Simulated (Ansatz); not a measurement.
Ir:

```xyz
2
Lattice="2.7514 0.0000 0.0000 -1.3757 2.3828 0.0000 0.0000 0.0000 4.4623" Properties=species:S:1:pos:R:3 pbc="T T T"
Ir    0.0000    1.5885    1.1156
Ir    1.3757    0.7943    3.3467
```

This isn't the form of Ir at room conditions, which is fcc.

| Quantity | Value |
| --- | --- |
| Program | Ansatz 0.2.0 |
| Task | relaxation of cell and atoms |
| Functional | LDA |
| Potentials or basis | Ansatz PAW |
| Cutoff | 420 eV (not typed: the program's choice for these potentials) |
| k mesh | 11 × 11 × 6 |
| Occupations | fermi-dirac, width 0.05 eV |
| Spin | no spin polarisation |

At the start: volume 14.63 Å³/atom.

Problem. How do energy, volume and symmetry change on relaxing?

Solution. It ends after 5 steps and the volume is 13.91 Å³/atom (-4.9 %); space group P6_3/mmc (No. 194, to 0.05 Å).

Step by step:
| step | energy change (eV) | largest force (eV/Å) | volume (Å³) |
| --- | --- | --- | --- |
| 1 | 0.0000 | 0.0000 | 29.25 |
| 2 | -0.0813 | 0.0000 | 28.08 |
| 3 | -0.0846 | 0.0000 | 27.82 |
| 4 | -0.0846 | 0.0000 | 27.81 |
| 5 | -0.0841 | 0.0000 | 27.81 |

Final structure:
```yaml
crystal:
  lattice:
    - [2.70589, 0.00000, 0.00000]
    - [-1.35295, 2.34337, 0.00000]
    - [0.00000, 0.00000, 4.38642]
  atoms:
    - { symbol: Ir, position: [0.33333, 0.66667, 0.25000] }
    - { symbol: Ir, position: [0.66667, 0.33333, 0.75000] }
```

Caveat: the plane-wave basis is chosen anew once the cell has moved, so the energies of steps on either side of that aren't comparable; the PAW data sets come from PBE, with cores solved anew for the run's functional, which leaves a small shift of forces and pressure.
